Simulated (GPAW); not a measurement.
# Te (P3_121) in GPAW: settings compared, part 2 of 2

GPAW 26.7.0. Earlier steps stand in the parts before.

## Step 4: Single point, PBE

run.py

```python
from ase import Atoms
from ase.dft.bandgap import bandgap
from ase.io import write
from ase.units import GPa
from gpaw import GPAW, PW

atoms = Atoms(['Te', 'Te', 'Te'],
              cell=[[4.454, 0.0, 0.0],
                    [-2.227, 3.8572771485, 0.0],
                    [0.0, 0.0, 5.924]],
              scaled_positions=[[0.731, 0.731, 0.0],
                                [0.0, 0.269, 0.6666666667],
                                [0.269, 0.0, 0.3333333333]],
              pbc=True)

calc = GPAW(mode=PW(600),
            xc='PBE',
            kpts={'size': (7, 7, 5), 'gamma': True},
            occupations={'name': 'methfessel-paxton', 'order': 0, 'width': 0.028999999999999998},
            nbands=19,
            convergence={'density': 1e-05, 'energy': 1e-05},
            maxiter=150,
            txt='gpaw.txt')
atoms.calc = calc
energy = atoms.get_potential_energy()
forces = atoms.get_forces()
stress = atoms.get_stress()
calc.write('gs.gpw')
write('result.traj', atoms)
print(f'Energy: {energy:.6f} eV')
print('Forces (eV/A):')
print(forces.round(4))
print('Stress (GPa):', (stress / GPa).round(3))
print('Fermi level:', round(calc.get_fermi_level(), 4), 'eV')
print(f'Gap: {bandgap(calc)[0]:.4f} eV, direct: {bandgap(calc, direct=True)[0]:.4f} eV')
```

Potentials or basis: GPAW PAW data sets (gpaw-data 1.2.1), pw.

Command:

```sh
$ OMP_NUM_THREADS=1 python run.py
```

gpaw.txt:

```text
__  _  _
 | _ |_)|_||  |
 |__||  | ||/\| - 26.7.0

Input parameters:
  mode=PW(ecut=600.0),
  convergence={'density': 1e-05, 'energy': 1e-05},
  kpts=MonkhorstPack(size=(7, 7, 5), gamma=True),
  maxiter=150,
  nbands=19,
  occupations=Occupations(name='methfessel-paxton', order=0, width=0.028999999999999998),
  xc=XC(name='PBE')

Diagonalizing LCAO Hamiltonian
Converting LCAO to pw mode

        Te

           Te
              Te

Atoms  # Å, Bohr magnetons
|   | symbol |         x |        y |        z |    initial magnetic moments |
|---|--------|-----------|----------|----------|-----------------------------|
| 0 |     Te |  1.627937 | 2.819670 | 0.000000 | ( 0.0000,  0.0000,  0.0000) |
| 1 |     Te | -0.599063 | 1.037608 | 3.949333 | ( 0.0000,  0.0000,  0.0000) |
| 2 |     Te |  1.198126 | 0.000000 | 1.974667 | ( 0.0000,  0.0000,  0.0000) |

Unit cell  # Å
| periodic |         x |        y |        z |  lengths |     angles |
|----------|-----------|----------|----------|----------|------------|
|      yes |  4.454000 | 0.000000 | 0.000000 | 4.454000 |  90.000000 |
|      yes | -2.227000 | 3.857277 | 0.000000 | 4.454000 |  90.000000 |
|      yes |  0.000000 | 0.000000 | 5.924000 | 5.924000 | 120.000000 |

Number of symmetries: 2
Symmetry operations  # r_c * U_cc + t_c -> r_c
|   | kind |            matrix            |
|---|------|------------------------------|
| 0 |  E   |  1, 0, 0,  0, 1, 0,  0, 0, 1 |
| 1 |  C2  |  0, 1, 0,  1, 0, 0,  0, 0,-1 |

BZ-sampling:
  Number of BZ points: 245
  Number of IBZ points: 72

  Monkhorst-Pack size: [7, 7, 5]
  Monkhorst-Pack shift: [0, 0, 0]

[... 93 lines left out ...]

convergence criteria:
[... 6 lines left out ...]
|iter     | |      energy | eigst |  dens |
|---------|-|-------------|-------|-------|
|iter:   1| |   -9.624371 | -0.30 |       |
|iter:   2| |   -9.632218 | -2.22 | -1.23 |
|iter:   3| |   -9.613105 | -3.02 | -1.26 |
|iter:   4| |   -9.612447 | -3.90 | -1.76 |
|iter:   5| |   -9.612643 | -5.29 | -2.50 |
|iter:   6| |   -9.612687 | -6.17 | -2.97 |
|iter:   7| |   -9.612688c| -7.06 | -3.59 |
|iter:   8| |   -9.612688c| -7.59c| -3.87 |
|iter:   9| |   -9.612688c| -8.01c| -4.79 |
|iter:  10| |   -9.612688c| -8.39c| -5.19c|

Converged in 10 steps
Energy contributions relative to reference atoms: (reference = -554372.050302)

Energy contributions:
  Kinetic:          14.973452
  Coulomb:         -15.238696
  Zero:              0.378073
  External:          0.000000
  Xc:               -9.725516
  Entropy:          -0.000000
  Spinorbit:         0.000000
  ----------------------------
  Free energy:      -9.612688
  Extrapolated:     -9.612688

dipole moment: (-9.519921, -16.488988, -25.323761)  # |e|*Ang

Fermi level: 6.065
Eigenvalues  # (at kpt = [0.000, 0.000, 0.000])
| band index |      eig [eV] | occ [0-2] |
|------------|---------------|-----------|
|          0 |        -7.870 |     2.000 |
|          1 |        -4.571 |     2.000 |
|          2 |        -4.571 |     2.000 |
|          3 |         2.662 |     2.000 |
|          4 |         2.976 |     2.000 |
|          5 |         2.976 |     2.000 |
[... 9 lines left out ...]
|         15 |        12.085 |     0.000 |
|         16 |        12.085 |     0.000 |
|        ... |               |           |
|         18 |        12.352 |     0.000 |

Gap: 0.627 eV
Transition (v -> c):
  (s=0, k=38, n=8, [0.29, 0.29, 0.40]) -> (s=0, k=2, n=9, [0.00, 0.00, 0.40])
Direct/indirect transitions are different
Direct gap: 0.784 eV
Transition at: (s=0, k=64, n=8, [0.43, 0.29, -0.40])

Forces  # eV/Ang
|        x |        y |        z |
|----------|----------|----------|
| -0.05540 | -0.09595 |  0.00000 |  # Te   0
| -0.05541 |  0.09597 | -0.00002 |  # Te   1
|  0.11082 | -0.00000 |  0.00002 |  # Te   2

Stress tensor  # eV/Ang^3
|         x |         y |         z |
|-----------|-----------|-----------|
| -0.006158 |  0.000000 |  0.000000 |
|  0.000000 | -0.006158 | -0.000000 |
|  0.000000 | -0.000000 | -0.007862 |

# Writing to gs.gpw (mode='')
```

It took 82 s on 1 thread of Arm Neoverse V1, shared host; peak memory 0.27 GiB.

What came out:

- Free energy: -9.6127 eV
- Pressure: 1.1 GPa
- Largest force: 0.111 eV/Å
- Band gap on the k mesh: 0.63 eV, indirect (least direct gap 0.78 eV)

Forces in eV/Å, atoms in the order of the input:
```
Te  -0.055 -0.096  0.000
Te  -0.055  0.096  0.000
Te   0.111  0.000  0.000
```

Caveat: spin-orbit coupling is left out, which moves the levels of the heavy elements; an odd mesh through Γ misses points on the zone boundary, where band edges often lie.

## Step 5: Single point, PBE

run.py

```python
from ase.dft.bandgap import bandgap
from ase.io import read, write
from ase.units import Bohr, GPa
from gpaw import GPAW, PW
from gpaw.elf import elf_from_dft_calculation

atoms = read('Te.xyz')

calc = GPAW(mode=PW(600),
            xc='PBE',
            kpts={'size': (7, 7, 5), 'gamma': True},
            occupations={'name': 'methfessel-paxton', 'order': 0, 'width': 0.03},
            nbands=19,
            convergence={'density': 1e-05, 'energy': 1e-05},
            maxiter=150,
            txt='gpaw.txt')
atoms.calc = calc
energy = atoms.get_potential_energy()
forces = atoms.get_forces()
stress = atoms.get_stress()
calc.write('gs.gpw')
write('result.traj', atoms)
print(f'Energy: {energy:.6f} eV')
print('Forces (eV/A):')
print(forces.round(4))
print('Stress (GPa):', (stress / GPa).round(3))
print('Fermi level:', round(calc.get_fermi_level(), 4), 'eV')
print(f'Gap: {bandgap(calc)[0]:.4f} eV, direct: {bandgap(calc, direct=True)[0]:.4f} eV')

# fields on the real-space grid
write('density.cube', atoms, data=calc.get_pseudo_density() * Bohr**3)
write('potential.cube', atoms, data=calc.get_electrostatic_potential())
write('elf.cube', atoms, data=elf_from_dft_calculation(calc).data)
```

Te.xyz

```xyz
3
Lattice="4.4540000000 0.0000000000 0.0000000000 -2.2270000000 3.8572771485 0.0000000000 0.0000000000 0.0000000000 5.9240000000" Properties=species:S:1:pos:R:3 pbc="T T T"
Te     1.6279370000      2.8196695956      0.0000000000
Te    -0.5990630000      1.0376075529      3.9493333335
Te     1.1981260000      0.0000000000      1.9746666665
```

Command:

```sh
$ OMP_NUM_THREADS=1 python run.py
```

Wall time 83 s (1 thread of Arm Neoverse V1, shared host); peak memory 0.27 GiB.

It converged, with:

| Item | Value |
| --- | --- |
| Free energy | -9.6127 eV |
| Pressure | 1.1 GPa |
| Largest force | 0.111 eV/Å |
| Band gap on the k mesh | 0.63 eV, indirect (least direct gap 0.78 eV) |

Forces on the atoms (eV/Å):
```
Te  -0.055 -0.096  0.000
Te  -0.055  0.096  0.000
Te   0.111  0.000  0.000
```

Stress tensor (GPa, compression positive):
```
0.99 0.00 0.00
0.00 0.99 0.00
0.00 0.00 1.26
```

Levels at points of the mesh, in eV from the valence-band top:
```tsv
k point	band 5	band 6	band 7	band 8	band 9	band 10	band 11	band 12	band 13	band 14
(0.00, 0.00, 0.00)	-2.59	-2.59	-1.51	-1.51	-0.69	1.17	1.17	1.77	5.18	5.18
```

Caveat: spin-orbit coupling is left out, which moves the levels of the heavy elements; an odd mesh through Γ misses points on the zone boundary, where band edges often lie.

## Step 6: Single point, LDA

run.py

```python
from ase.dft.bandgap import bandgap
from ase.io import read, write
from ase.units import GPa
from gpaw import GPAW, PW

atoms = read('Te.xyz')

calc = GPAW(mode=PW(600),
            xc='LDA',
            kpts={'size': (7, 7, 5), 'gamma': True},
            occupations={'name': 'methfessel-paxton', 'order': 0, 'width': 0.02},
            nbands=19,
            convergence={'density': 1e-05, 'energy': 1e-05},
            maxiter=150,
            txt='gpaw.txt')
atoms.calc = calc
energy = atoms.get_potential_energy()
forces = atoms.get_forces()
stress = atoms.get_stress()
calc.write('gs.gpw')
write('result.traj', atoms)
print(f'Energy: {energy:.6f} eV')
print('Forces (eV/A):')
print(forces.round(4))
print('Stress (GPa):', (stress / GPa).round(3))
print('Fermi level:', round(calc.get_fermi_level(), 4), 'eV')
print(f'Gap: {bandgap(calc)[0]:.4f} eV, direct: {bandgap(calc, direct=True)[0]:.4f} eV')
```

Te.xyz is that of step 5.

Potentials or basis: the program's PAW data sets (release 1.2.1) made for this functional, pw.

Command:

```sh
$ OMP_NUM_THREADS=1 python run.py
```

Wall time 80 s (1 thread of Arm Neoverse V1, shared host); peak memory 0.27 GiB.

The run converged. Its results:

| Property | Result |
| --- | --- |
| Free energy | -11.5734 eV |
| Pressure | -2.4 GPa |
| Largest force | 0.015 eV/Å |
| Band gap on the k mesh | 0.57 eV, indirect (least direct gap 0.74 eV) |

Forces in eV/Å, atoms in the order of the input:
```
Te  -0.007 -0.013  0.000
Te  -0.007  0.013  0.000
Te   0.015  0.000  0.000
```

Stress tensor (GPa, compression positive):
```
-2.31  0.00  0.00
 0.00 -2.31  0.00
 0.00  0.00 -2.46
```

Levels at points of the mesh, in eV from the valence-band top:
| k point | band 6 | band 7 | band 8 | band 9 | band 10 | band 11 | band 12 | band 13 |
| --- | --- | --- | --- | --- | --- | --- | --- | --- |
| (0.00, 0.00, 0.00) | -2.60 | -1.51 | -1.51 | -0.67 | 1.14 | 1.14 | 1.73 | 5.15 |

Caveat: spin-orbit coupling is left out, which moves the levels of the heavy elements; an odd mesh through Γ misses points on the zone boundary, where band edges often lie.

## Step 7: Overview

| task | level | potentials or basis | cell | smearing | eigensolver | optimizer | fmax | max steps | target pressure | gap on the mesh (eV) | pressure (GPa) | largest force (eV/Å) |
| --- | --- | --- | --- | --- | --- | --- | --- | --- | --- | --- | --- | --- |
| relaxation of cell and atoms | BLYP+D3(BJ) | PAW data sets generated in the run's folder for this functional, pw | relaxed to 10 GPa | fermi-dirac 0.05 eV | davidson | BFGS | 0.05 eV/Å | 40 | 10 GPa | none | 10.0 | - |
| relaxation of cell and atoms | BLYP+D4 | PAW data sets generated in the run's folder for this functional, pw | relaxed | fermi-dirac 0.05 eV | davidson | BFGS | 0.05 eV/Å | 100 | - | 0.47 | -0.1 | 0.02 |
| single point | PBE | GPAW PAW data sets (gpaw-data 1.2.1), pw | as given | gaussian 0.029 eV | - | - | - | - | - | 0.63 | 1.1 | 0.11 |
| single point | PBE | GPAW PAW data sets (gpaw-data 1.2.1), pw | as given | gaussian 0.03 eV | - | - | - | - | - | 0.63 | 1.1 | 0.11 |
| single point | LDA | the program's PAW data sets (release 1.2.1) made for this functional, pw | as given | gaussian 0.02 eV | - | - | - | - | - | 0.57 | -2.4 | 0.01 |

Alike in all rows: no spin polarisation; k mesh 7 × 7 × 5; cutoff (eV) 600.

Caveats: spin-orbit coupling is left out, which moves the levels of the heavy elements (some runs); an odd mesh through Γ misses points on the zone boundary, where band edges often lie (some runs); later steps reuse the first step's grids (some runs); pairwise dispersion overbinds metals, which lowers pressure and volume (some runs).

Absolute energies hang on the potentials; compare differences alone.
